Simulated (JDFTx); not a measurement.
Crystal: CoO.

```
Co O
1.0
     2.82845    0.00000    0.00000
    -1.41423    2.44951    0.00000
     0.00000    0.00000    2.72172
Co O
1 1
Direct
  0.00000 0.00000 0.50000
  0.66667 0.33333 0.00000
```

The cell was built by a generator and needn't be a form met in nature.

Alike in all runs: program JDFTx 1.7.0 (patched build); functional PBE; potentials or basis PseudoDojo-SR-PBE-0.5-standard with smoothed tails; cutoff 1306 eV; density cutoff 10449 eV; k mesh 9 × 9 × 8; occupations fermi-dirac, width 0.05 eV.

Only the start or the spin constraint differs. Which run ends lowest in energy?
A. collinear spin, ferromagnetic start of up to 2 μB; fixed moment 0
B. collinear spin, ferromagnetic start of up to 2 μB; fixed moment 3
C. collinear spin, ferromagnetic start of up to 2 μB; fixed moment 4
D. collinear spin, ferromagnetic start of up to 2 μB; fixed moment 2
E. collinear spin, ferromagnetic start of up to 2 μB; fixed moment 1

B.

```csv
start,free energy over the lowest (meV/atom),net moment (μB),site or absolute moments (μB),gap
"collinear spin, ferromagnetic start of up to 2 μB; fixed moment 2",145.4,2.00,Co +1.80; O +0.21,-
"collinear spin, ferromagnetic start of up to 2 μB; fixed moment 1",265.9,1.00,Co +0.95; O +0.06,-
"collinear spin, ferromagnetic start of up to 2 μB; fixed moment 0",332.7,0.00,absolute 0.00,-
"collinear spin, ferromagnetic start of up to 2 μB; fixed moment 4",1175.4,4.00,Co +3.10; O +0.82,-
"collinear spin, ferromagnetic start of up to 2 μB; fixed moment 3",0.0,3.00,Co +2.52; O +0.50,-
```

All polarised runs hold their moment fixed, so the table maps the energy against it. A still lower state may exist.

Caveats: the total moment is fixed, so each spin has its own Fermi level; a cell with one magnetic atom can't hold antiferromagnetic order, which such compounds often take (some runs); the moment is held away from its start (some runs); the starting moments collapsed, and a magnetic state may lie lower (some runs).
